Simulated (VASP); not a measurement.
Set up this calculation in VASP 6.6.1, as the native input.

```
Task                   : relaxation of cell and atoms
Functional             : PBE
Potentials or basis    : VASP PAW PBE potentials, release 64 (Pb)
Cutoff                 : 300 eV
k mesh                 : 7 × 7 × 7
Occupations            : methfessel-paxton, width 0.1 eV
Spin                   : no spin polarisation
Further INCAR settings : ALGO = Normal; EDIFF = 1e-06; IBRION = 2; EDIFFG = -0.01; NSW = 90; ISIF = 3
```

The structure of Pb lies in POSCAR:

```
Pb
1.0
    0.0000000000      2.4750200000      2.4750200000
    2.4750200000      0.0000000000      2.4750200000
    2.4750200000      2.4750200000      0.0000000000
Pb
1
Direct
    0.0000000000      0.0000000000      0.0000000000
```

One way to write it, as run:

INCAR

```
PREC = Accurate
ENCUT = 300
EDIFF = 1E-6
ISMEAR = 1
SIGMA = 0.1
LREAL = F
LASPH = T
NELM = 80
ALGO = Normal
ISIF = 3
LWAVE = F
LCHARG = F
GGA = PE
IBRION = 2
NSW = 90
EDIFFG = -0.01
```

KPOINTS

```
Automatic mesh
0
Gamma
  7 7 7
```

Potentials or basis: VASP PAW PBE potentials, release 64 (Pb).

Command:

```bash
$ cat potpaw_PBE.64/Pb/POTCAR > POTCAR
$ mpirun -np 1 vasp_std > vasp.out
```

Results of the run:

* Relaxed volume: 32.15 Å³/atom
* Relaxed cell: a = 3.569 Å, b = 3.569 Å, c = 3.569 Å, α = 60.00°, β = 60.00°, γ = 60.00°
* Space group after relaxing (to 0.05 Å): Fm-3m (No. 225)
* Energy gained by relaxing: 14.1 meV/atom
* Ionic steps: 3
* Pressure after relaxing: 0.0 GPa
* Band gap on the k mesh: none (metal or under the smearing width)

Run time: 2.8 s on 1 thread of Intel(R) Xeon(R) 6975P-C (Granite Rapids) (shared host), peak memory 0.12 GiB.
